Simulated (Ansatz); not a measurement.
A crystal relaxed with r2SCAN in the PAW code Ansatz has space group R-3c:H (No. 167) and a = 4.759 Å, c = 12.995 Å.

```
atom  site       x       y       z
  Xx   12c  0.3333  0.6667  0.3148
   O   18e  0.0270  0.6667  0.4167
```

With r2SCAN the gap is 7.14 eV and direct, at Γ. With HSE06 the gap is 8.11 eV and direct, at Γ. Meshes: r2SCAN 6×6×6, HSE06 4×4×4. r2SCAN's ε∞ is 3.1 along x and y, 3.0 along z.

Q: Which element is Xx?
A. Ga
B. In
C. Al
D. B

A: C. Xx is Al: Al2O3 on the sites of the corundum structure (relaxed group R-3c). Al has 6 O at 1.86–1.97 Å; O has 4 Al at 1.86–1.97 Å.

Calculated for a static, non-magnetic cell.

The meshes of the hybrids are coarse, so their gaps aren't converged to the digits shown.

For a response run the program warns that the ground state's bands aren't all converged, so ε∞ carries an extra error.
